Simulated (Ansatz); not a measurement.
Mg:

```
CELL_PARAMETERS angstrom
3.20930 0.00000 0.00000
-1.60465 2.77934 0.00000
0.00000 0.00000 5.21030
ATOMIC_POSITIONS crystal
Mg 0.66667 0.33333 0.75000
Mg 0.33333 0.66667 0.25000
```

Base run:

* Program: Ansatz 0.2.0
* Functional: PBE
* Potentials or basis: Ansatz PAW
* Cutoff: 420 eV (not typed: the program's choice for these potentials)
* k mesh: 10 × 10 × 5
* Occupations: fermi-dirac, width 0.05 eV
* Spin: no spin polarisation

Its results: band gap on the k mesh none (metal or under the smearing width); pressure -0.4 GPa.

Question: The run is repeated on the same cell with these changes: functional from PBE to PBEsol. What comes out?

Answer: Band gap on the k mesh none (metal or under the smearing width); pressure -1.0 GPa.

PBEsol binds more tightly than PBE, so the same cell stands under less pressure.

Caveats: the PAW data sets come from PBE, with cores solved anew for the run's functional, which leaves a small shift of forces and pressure (some runs).
